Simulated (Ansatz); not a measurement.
**TiAl3 under pressure: fit and missing row**

TiAl3, Pm-3m, a = 3.980 Å. This isn't the usual stable structure of the compound. Ansatz: PBE, PAW, 420 eV, Γ-centred 10×10×10 mesh on 4 atoms, Gaussian smearing 0.10 eV; no spin polarisation. Cell and atoms are relaxed at each pressure, and no other structure is tried, so the rows at high pressure may lie past a change of phase.

```
V (Å³/atom) P (GPa)
     10.643    89.96
          ?    49.96
     13.320    25.00
     14.350    12.00
     15.207     4.06
     15.604     1.06
     15.758     0.00
     15.913    -1.02
```

Take V0 = 15.758 Å³/atom, fit the third-order Birch–Murnaghan form to the other rows, and predict the missing volume.

With the Eulerian strain f = ½[(V0/V)^(2/3) − 1] and y = P/[3f(1 + 2f)^(5/2)], the form is the line y = B0 + 1.5 B0 (B0′ − 4) f. Rows (f, y): 0.14952, 104.3; 0.05929, 106.2; 0.03219, 106.3; 0.01201, 106.2; 0.00328, 106.0; -0.00325, 106.3. Means f = 0.04217, y = 105.88; Σ(Δf)² = 0.01640, ΣΔfΔy = -0.2017; the slope is their ratio. y = 106.4 − 12.30 f GPa, so B0 = 106.4 GPa and B0′ = 4 + 2 × (-12.30)/(3 × 106.4) = 3.92. P = 49.96 GPa is met at f = 0.10027 (y = 105.17), so V = V0 (1 + 2f)^(−3/2) = 11.979 Å³/atom. The run gave 11.987 Å³/atom, so the fit is 0.008 Å³/atom too low, within twice the rms miss on the fitted rows (0.005 Å³/atom).

The mesh isn't the same in all rows (10×10×10, 12×12×12).